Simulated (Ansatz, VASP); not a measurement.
Given: the input of a run of VASP 6.6.1 on MgS. The cell comes from a database or a generator and needn't be the stable form of this composition.

Contents of INCAR:

```
PREC     = Accurate       # precision mode
ENCUT    = 600            # plane-wave cutoff, eV
EDIFF    = 1E-6           # SCF threshold, eV
ISMEAR   = -1             # smearing method
SIGMA    = 0.05           # smearing width, eV
LREAL    = F              # projectors in reciprocal space
LASPH    = T              # aspherical terms in the spheres
NELM     = 80             # most SCF steps
ALGO     = Normal         # electronic algorithm
ISIF     = 3              # what is computed and relaxed
LWAVE    = F              # write WAVECAR
LCHARG   = F              # write CHGCAR
GGA      = CA             # functional
IBRION   = 2              # ionic algorithm
NSW      = 60             # ionic steps
EDIFFG   = -0.02          # ionic threshold
```

KPOINTS

```
Automatic mesh
0
Gamma
  6 6 3
```

POSCAR

```
MgS
1.0
    4.0346224068      0.0000000000      0.0000000000
   -2.0173112034      3.4940854990      0.0000000000
    0.0000000000      0.0000000000      6.4322941800
S Mg
2 2
Direct
    0.6666666667      0.3333333333      0.8792441500
    0.3333333333      0.6666666667      0.3792441500
    0.3333333333      0.6666666667      0.9957548500
    0.6666666667      0.3333333333      0.4957548500
```

Potentials or basis: VASP PAW LDA potentials, release 64 (S, Mg).

Launch:

```sh
$ cat potpaw_LDA.64/S/POTCAR potpaw_LDA.64/Mg/POTCAR > POTCAR
$ mpirun -np 1 vasp_std > vasp.out
```

Q: Translate it to Ansatz 0.2.0. Potentials or basis there: Ansatz PAW, cutoff 420 eV.

A: As run (cutoffs and basis follow the program's own potentials, and thresholds, step limits or extra output files can differ):

File input.yaml:

```yaml
crystal:
  lattice:
    - [4.0346224068, 0.0, 0.0]
    - [-2.0173112034, 3.494085499, 0.0]
    - [0.0, 0.0, 6.43229418]
  atoms:
    - { symbol: S, position: [0.6666666667, 0.3333333333, 0.87924415] }
    - { symbol: S, position: [0.3333333333, 0.6666666667, 0.37924415] }
    - { symbol: Mg, position: [0.3333333333, 0.6666666667, 0.99575485] }
    - { symbol: Mg, position: [0.6666666667, 0.3333333333, 0.49575485] }
hamiltonian:
  xc: lda
  pseudopotentials: { kind: paw }
kpoints:
  mp_grid: { grid: [6, 6, 3] }
scf:
  occupations: { method: fermi_dirac, width: 0.05 }
output:
  forces: true
  stress: true
  eigenvalues: true
relax:
  f_tol: 0.01
  max_steps: 40
  cell: { stress_tol: 0.05 }
```

Potentials or basis: Ansatz PAW.

Command:

```bash
$ ansatz run input.yaml --threads 2 --pin off --max-ram 5632MiB --backend cpu --events-out ev --progress --plain --runs-dir out
```

Both were run:

|  | VASP | Ansatz |
| --- | --- | --- |
| Relaxed volume | 21.76 Å³/atom | 21.86 Å³/atom |
| Relaxed cell | a = 3.981 Å, b = 3.981 Å, c = 6.340 Å, α = 90.00°, β = 90.00°, γ = 120.00° | a = 3.985 Å, b = 3.985 Å, c = 6.360 Å, α = 90.00°, β = 90.00°, γ = 120.00° |
| Space group after relaxing | P6_3mc (No. 186) | P6_3mc (No. 186) |
| Pressure after relaxing | 0.0 GPa | 0.0 GPa |

Ansatz's pressure holds a Pulay term of +0.01 GPa for its cutoff of 420 eV, which the other run lacks.

The potentials hold 16 and 32 valence electrons a cell.

Ansatz's potentials were made for PBE.

Where Ansatz's input types no cutoff or centring, it takes its own default and a Γ-centred mesh.

The two programs' LDA may be different fits to the electron gas.

Pressure is positive in compression.
